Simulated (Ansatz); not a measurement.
Runs of Ansatz 0.2.0 on ZrB2. The structure is hexagonal, space group P6/mmm (No. 191). Conventional cell: a = 3.170 Å, b = 3.170 Å, c = 3.533 Å, α = 90.00°, β = 90.00°, γ = 120.00°. Around Zr (site symmetry 6/mmm) lie 12 B at 2.54 Å. B (site symmetry -6m2) is surrounded by 3 B at 1.83 Å. 

```tsv
task	level	cell	k mesh	points for each segment of the path	gap on the mesh (eV)	pressure (GPa)	relaxed volume (Å³/atom)
single point	PBE0	as given	6 × 6 × 6	-	none	-2.2	-
band structure	HSE06	as given	6 × 6 × 6	4	none	(a)	-
relaxation of cell and atoms	HSE06	relaxed	6 × 6 × 4	-	none	0.0	10.16
relaxation of cell and atoms	PBE0	relaxed	6 × 6 × 4	-	none	0.0	10.15
```

Alike in all rows: potentials or basis Ansatz PAW; no spin polarisation; cutoff (eV) 420; smearing fermi-dirac 0.05 eV; the mesh is coarse, so values aren't converged.

**Question.** Estimate the missing entries.

**Answer.** (a) -2.1.

Caveats: all runs use coarse meshes; the PAW data sets come from PBE, with cores solved anew for the run's functional, which leaves a small shift of forces and pressure; the thresholds are loose for stress (some runs); the plane-wave basis is chosen anew once the cell has moved, so the energies of steps on either side of that aren't comparable (some runs).

A k mesh can miss the band edges, and the runs leave out spin-orbit coupling on Zr.

A gap of «none» marks a metal or a gap under the smearing width.
